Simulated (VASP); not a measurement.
Input of a VASP 6.6.1 run:

POSCAR

```
MgI2
1.0
    0.0000000000      3.7557205871      3.6772260268
    3.7557205871      0.0000000000      3.6772260268
    3.7557205871      3.7557205871      0.0000000000
Mg I
1 2
Direct
    0.0000000000      0.0000000000      0.0000000000
    0.2500000000      0.2500000000      0.2500000000
    0.7500000000      0.7500000000      0.7500000000
```

INCAR.step1

```
PREC = Accurate
ENCUT = 520
ISMEAR = 0
SIGMA = 0.01
LREAL = F
LASPH = T
NELM = 100
NBANDS = 15
GGA = PE
ALGO = Normal
EDIFF = 1E-4
LWAVE = T
LCHARG = F
```

The input INCAR.step2:

```
PREC = Accurate
ENCUT = 520
EDIFF = 1E-7
ISMEAR = 0
SIGMA = 0.01
LREAL = F
LASPH = T
NELM = 100
ALGO = Normal
ISIF = 2
LWAVE = F
LCHARG = F
METAGGA = R2SCAN
LMIXTAU = T
NBANDS = 15
ISTART = 1
```

KPOINTS

```
Automatic mesh
0
Gamma
  6 6 6
```

Potentials or basis: VASP PAW PBE potentials, release 64 (Mg, I).

Launch:

```console
$ cat potpaw_PBE.64/Mg/POTCAR potpaw_PBE.64/I/POTCAR > POTCAR
$ cp INCAR.step1 INCAR
$ mpirun -np 1 vasp_std > vasp.out
$ cp INCAR.step2 INCAR
$ mpirun -np 1 vasp_std > vasp.out
```

(1) Estimate the pressure.

(2) What does it give for the band gap on the k mesh?

## Answers

(1) 0.6 GPa.

(2) 1.20 eV, indirect (least direct gap 1.24 eV).

Caveat: the PAW data sets were made with another functional, which shifts forces and pressure a little; spin-orbit coupling is left out, which moves the levels of the heavy elements.
